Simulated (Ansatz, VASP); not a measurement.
One calculation of ZrC, two programs

The input INCAR:

```
SYSTEM = ZrC
PREC     = Accurate       ! precision mode
ENCUT    = 520            ! plane-wave cutoff, eV
EDIFF    = 1E-7           ! SCF threshold, eV
ISMEAR   = -1             ! smearing method
SIGMA    = 0.05           ! smearing width, eV
LREAL    = .FALSE.        ! projectors in reciprocal space
LASPH    = .TRUE.         ! aspherical terms in the spheres
NELM     = 100            ! most SCF steps
ALGO     = Normal         ! electronic algorithm
ISIF     = 2              ! what is computed and relaxed
LWAVE    = .FALSE.        ! write WAVECAR
LCHARG   = .FALSE.        ! write CHGCAR
GGA      = PE             ! functional
NBANDS   = 15             ! bands
```

The input KPOINTS:

```
Automatic mesh
0
G
  15 15 15
  0 0 0
```

The input POSCAR:

```
ZrC
1.0
    0.0000000000      2.3657747582      2.3657747582
    2.3657747582      0.0000000000      2.3657747582
    2.3657747582      2.3657747582      0.0000000000
Zr C
1 1
Direct
    0.5000000000      0.5000000000      0.5000000000
    0.0000000000      0.0000000000      0.0000000000
```

Input for Ansatz:

```yaml
crystal:
  lattice:
    - [0.0, 2.3657747582, 2.3657747582]
    - [2.3657747582, 0.0, 2.3657747582]
    - [2.3657747582, 2.3657747582, 0.0]
  atoms:
    - { symbol: Zr, position: [0.5, 0.5, 0.5] }
    - { symbol: C, position: [0.0, 0.0, 0.0] }
kpoints:
  mp_grid: { grid: [15, 15, 15] }
scf:
  occupations: { method: fermi_dirac, width: 0.05 }
hamiltonian:
  xc: pbe
  pseudopotentials: { kind: all_electron, lapw: { basis_error: 0.0005 } }
output:
  forces: true
  stress: true
  eigenvalues: true
```

Change from the starting cell: volume scaled by 1.02.

Alike in both runs: task single point; functional PBE; k mesh 15 × 15 × 15; occupations fermi-dirac, width 0.05 eV; no spin polarisation.

|  | VASP | Ansatz |
| --- | --- | --- |
| version | VASP 6.6.1 | Ansatz 0.2.0 |
| potentials or method | VASP PAW PBE potentials, release 64 (Zr_sv, C) | all-electron LAPW, scalar-relativistic |
| plane-wave cutoff (eV) | 520 | see its input |

Ansatz gave:

* pressure (GPa): -3.1

Problem. Estimate VASP's values.

Solution. Pressure (GPa): -2.9.

Ansatz ran all-electron here, so the differences hold the error of VASP's frozen core and of both bases.
